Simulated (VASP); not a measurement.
# VASP 6.6.1, PBE single-point calculation, PbO₂ (strained rutile)

INCAR

```
IBRION = -1
SIGMA = 0.02
NSW = 0
NBANDS = 35
ENCUT = 520
ISIF = 2
LASPH = .TRUE.
EDIFF = 1E-7
LCHARG = .FALSE.
GGA = PE
PREC = Accurate
ISMEAR = -1
LREAL = .FALSE.
NELM = 120
LWAVE = .FALSE.
```

KPOINTS

```
KPOINTS created by Atomic Simulation Environment
0
Gamma
6 6 8
0 0 0
```

KPOINTS_OPT

```
special points
8
Reciprocal
0.0000000000 0.0000000000 0.0000000000 1
0.0000000000 0.5000000000 0.0000000000 1
0.5000000000 0.5000000000 0.0000000000 1
0.0000000000 0.0000000000 0.5000000000 1
0.0000000000 0.5000000000 0.5000000000 1
0.5000000000 0.5000000000 0.5000000000 1
-0.0782880000 -0.0782880000 0.0701500000 1
-0.0836590000 -0.0836590000 -0.0620930000 1
```

POSCAR

```
Pb O
 1.0000000000000000
     4.8841691593999998    0.0000000000000000    0.0000000000000000
     0.0000000000000000    4.8841691593999998    0.0000000000000000
     0.0000000000000000    0.0000000000000000    3.4736843458000002
 Pb  O
   2   4
Cartesian
 -0.0000000000000000 -0.0000000000000000 -0.0000000000000000
  2.4420845796999995  2.4420845796999995  1.7368421729000001
  1.5009075366749589  1.5009075366749589  0.0000000000000000
  0.9411770430250408  3.9429921163749584  1.7368421729000001
  3.9429921163749584  0.9411770430250408  1.7368421729000001
  3.3832616227250405  3.3832616227250405 -0.0000000000000000
```

VASP ran with the recommended PBE PAW datasets (52 valence electrons in the cell).

Command

```
mpirun -np 1 vasp_std
```

From OUTCAR

```
k-points           NKPTS =     50   k-points in BZ     NKDIM =     50   number of bands    NBANDS=     35

   NELECT =      52.0000    total number of electrons

   dimension x,y,z NGX =    36 NGY =   36 NGZ =   28
   dimension x,y,z NGXF=    72 NGYF=   72 NGZF=   56

  energy-cutoff  :      520.00
  volume of cell :       82.87
      direct lattice vectors                 reciprocal lattice vectors
     4.884169159  0.000000000  0.000000000     0.204743113  0.000000000  0.000000000
     0.000000000  4.884169159  0.000000000     0.000000000  0.204743113  0.000000000
     0.000000000  0.000000000  3.473684346     0.000000000  0.000000000  0.287878777

 k-points in reciprocal lattice and weights: KPOINTS created by Atomic Simulation Env
   0.00000000  0.00000000  0.00000000       0.003
   0.16666667  0.00000000  0.00000000       0.014
   0.33333333  0.00000000  0.00000000       0.014
   0.50000000  0.00000000  0.00000000       0.007
   0.16666667  0.16666667  0.00000000       0.014
   0.33333333  0.16666667  0.00000000       0.028
   0.50000000  0.16666667  0.00000000       0.014
   0.33333333  0.33333333  0.00000000       0.014
   ...

 E-fermi :   4.5163

 k-point     1 :       0.0000    0.0000    0.0000
  band No.  band energies     occupation
      1     -13.8776      2.00000
      2     -13.7543      2.00000
      3     -12.0294      2.00000
      4     -12.0294      2.00000
      5     -11.0691      2.00000
      6     -10.8479      2.00000
      7     -10.8084      2.00000
      8     -10.8084      2.00000
      9     -10.6470      2.00000
     10     -10.4940      2.00000
     11     -10.4816      2.00000
     12     -10.4410      2.00000
     13     -10.4410      2.00000
     14      -8.2071      2.00000
     15      -3.5980      2.00000
     16       0.9106      2.00000
     17       1.2617      2.00000
     18       1.2617      2.00000
     19       2.3933      2.00000
     20       2.7101      2.00000
     21       2.9002      2.00000
     22       3.7195      2.00000
     23       3.8407      2.00000
     24       3.8407      2.00000
     25       3.9024      2.00000
     26       3.9024      2.00000
     27       4.5522      0.28568
     28       8.7213      0.00000
     29      10.2645      0.00000
     30      10.2645      0.00000
     31      14.1803      0.00000
     32      14.3486      0.00000
     33      16.0284      0.00000
     34      16.0284      0.00000
     35      16.5974      0.00000

 k-point     2 :       0.1667    0.0000    0.0000
  band No.  band energies     occupation
      1     -13.7946      2.00000
      2     -13.7006      2.00000
      3     -12.3193      2.00000
      4     -12.2075      2.00000
      5     -10.8035      2.00000
      6     -10.8031      2.00000
      7     -10.7929      2.00000
      8     -10.7671      2.00000
      9     -10.6327      2.00000
     10     -10.4907      2.00000
     11     -10.4476      2.00000
     12     -10.4471      2.00000
     13     -10.4278      2.00000
     14      -8.3206      2.00000
     15      -3.4226      2.00000
     16       0.4924      2.00000
     17       1.0214      2.00000
     18       1.3808      2.00000
     19       2.4731      2.00000
     20       2.5866      2.00000
     21       2.8230      2.00000
     22       3.6933      2.00000
     23       3.8191      2.00000
     24       3.8326      2.00000
     25       3.9343      2.00000
     26       4.4387      1.95969
     27       4.6230      0.00960
     28       8.5593      0.00000
     29      10.3789      0.00000
     30      10.4119      0.00000
     31      14.3977      0.00000
     32      14.4343      0.00000
     33      15.7520      0.00000
     34      16.3564      0.00000
     35      16.5905      0.00000

 k-point     3 :       0.3333    0.0000    0.0000
  band No.  band energies     occupation
      1     -13.5690      2.00000
      2     -13.5478      2.00000
      3     -12.7449      2.00000
      4     -12.5986      2.00000
      5     -10.7930      2.00000
      6     -10.7922      2.00000
      7     -10.7046      2.00000
      8     -10.6203      2.00000
      9     -10.5956      2.00000
     10     -10.5155      2.00000
     11     -10.4612      2.00000
     12     -10.4603      2.00000
     13      -9.9229      2.00000
     14      -8.6785      2.00000
     15      -2.8711      2.00000
     16      -0.7764      2.00000
     17       1.3321      2.00000
     18       1.6741      2.00000
     19       2.2409      2.00000
     20       2.4542      2.00000
     21       2.7305      2.00000
     22       3.5476      2.00000
     23       3.7922      2.00000
     24       3.8126      2.00000
     25       4.0152      2.00000
     26       4.2460      2.00000
     27       5.9025      0.00000
     28       8.0370      0.00000
     29      10.6708      0.00000
     30      10.7239      0.00000
     31      14.4736      0.00000
     32      15.1253      0.00000
     33      15.1671      0.00000
     34      16.6823      0.00000
     35      16.9943      0.00000

 k-point     4 :       0.5000    0.0000    0.0000
  band No.  band energies     occupation
      1     -13.3874      2.00000
      2     -13.3874      2.00000
      3     -12.9285      2.00000
      4     -12.9285      2.00000
      5     -10.7869      2.00000
      6     -10.7869      2.00000
      7     -10.6428      2.00000
      8     -10.6428      2.00000
      9     -10.5521      2.00000
     10     -10.5521      2.00000
     11     -10.4678      2.00000
     12     -10.4678      2.00000
     13      -9.2512      2.00000
     14      -9.2512      2.00000
     15      -1.9558      2.00000
     16      -1.9558      2.00000
     17       1.7758      2.00000
     18       1.7758      2.00000
     19       2.0450      2.00000
     20       2.0450      2.00000
     21       3.1442      2.00000
     22       3.1442      2.00000
     23       3.7931      2.00000
     24       3.7931      2.00000
     25       4.1173      2.00000
     26       4.1173      2.00000
     27       7.1214      0.00000
     28       7.1214      0.00000
     29      10.8729      0.00000
     30      10.8729      0.00000
     31      14.6730      0.00000
     32      14.6730      0.00000
     33      16.0834      0.00000
     34      16.0834      0.00000
     35      16.9536      0.00000

 k-point     5 :       0.1667    0.1667    0.0000
  band No.  band energies     occupation
      1     -13.8055      2.00000
      2     -13.5670      2.00000
      3     -12.6703      2.00000
      4     -12.0529      2.00000
      5     -10.8840      2.00000
      6     -10.8101      2.00000
      7     -10.7917      2.00000
      8     -10.6390      2.00000
      9     -10.6205      2.00000
     10     -10.4976      2.00000
     11     -10.4612      2.00000
     12     -10.4402      2.00000
     13     -10.3140      2.00000
     14      -8.4478      2.00000
     15      -3.2301      2.00000
     16       0.2195      2.00000
     17       1.1190      2.00000
     18       1.2895      2.00000
     19       2.4789      2.00000
     20       2.5285      2.00000
     21       2.6604      2.00000
     22       3.6642      2.00000
     23       3.8060      2.00000
     24       3.8233      2.00000
     25       3.9253      2.00000
     26       4.3613      1.99914
     27       5.1613      0.00000
     28       8.4098      0.00000
     29      10.4747      0.00000
     30      10.5982      0.00000
     31      14.3294      0.00000
     32      14.6526      0.00000
     33      15.7936      0.00000
     34      16.2358      0.00000
     35      16.5914      0.00000

 k-point     6 :       0.3333    0.1667    0.0000
  band No.  band energies     occupation
      1     -13.7221      2.00000
      2     -13.3881      2.00000
      3     -12.9380      2.00000
      4     -12.2835      2.00000
      5     -10.8060      2.00000
      6     -10.7869      2.00000
      7     -10.7773      2.00000
      8     -10.6234      2.00000
      9     -10.5887      2.00000
     10     -10.5188      2.00000
     11     -10.4677      2.00000
     12     -10.4461      2.00000
     13      -9.9317      2.00000
     14      -8.8239      2.00000
     15      -2.6537      2.00000
     16      -0.6968      2.00000
     17       1.3914      2.00000
     18       1.5136      2.00000
     19       2.1805      2.00000
     20       2.3041      2.00000
     21       2.7272      2.00000
     22       3.4674      2.00000
     23       3.7868      2.00000
     24       3.8048      2.00000
     25       3.9833      2.00000
     26       4.1971      2.00000
     27       6.1940      0.00000
     28       7.9656      0.00000
     29      10.7809      0.00000
     30      10.8718      0.00000
     31      14.3559      0.00000
     32      15.2490      0.00000
     33      15.2846      0.00000
     34      16.5332      0.00000
     35      16.6948      0.00000

 ...

  Total        4.9144298      4.9144298      3.9249342     -0.0000000      0.0000000      0.0000000
  in kB       95.0193323     95.0193323     75.8876690     -0.0000000      0.0000000      0.0000000
  external PRESSURE =      88.6421112 kB  Pullay stress =       0.0000000 kB

 POSITION                                       TOTAL-FORCE (eV/Angst)
 -----------------------------------------------------------------------------------
      0.00000      0.00000      0.00000         0.000000      0.000000      0.000000
      2.44208      2.44208      1.73684         0.000000      0.000000      0.000000
      1.50091      1.50091      0.00000         0.017649      0.017649      0.000000
      0.94118      3.94299      1.73684        -0.017649      0.017649      0.000000
      3.94299      0.94118      1.73684         0.017649     -0.017649      0.000000
      3.38326      3.38326      0.00000        -0.017649     -0.017649      0.000000
 -----------------------------------------------------------------------------------
    total drift:                               -0.000000      0.000000     -0.000000

  FREE ENERGIE OF THE ION-ELECTRON SYSTEM (eV)
  ---------------------------------------------------
  free  energy   TOTEN  =       -31.6862223429 eV

  energy  without entropy=      -31.6860327833  energy(sigma->0) =      -31.68612756
```

The gap between bands v and c is 0.01 eV. The least direct gap is 0.01 eV and the pressure is 8.9 GPa. The largest force is 0.02 eV/Å.

Band v is the last that the valence electrons fill when counted band by band, and c is the next.

The run took about 1.8 min on one core of a shared host (Intel Xeon Platinum 8488C) and held 0.3 GiB at most.
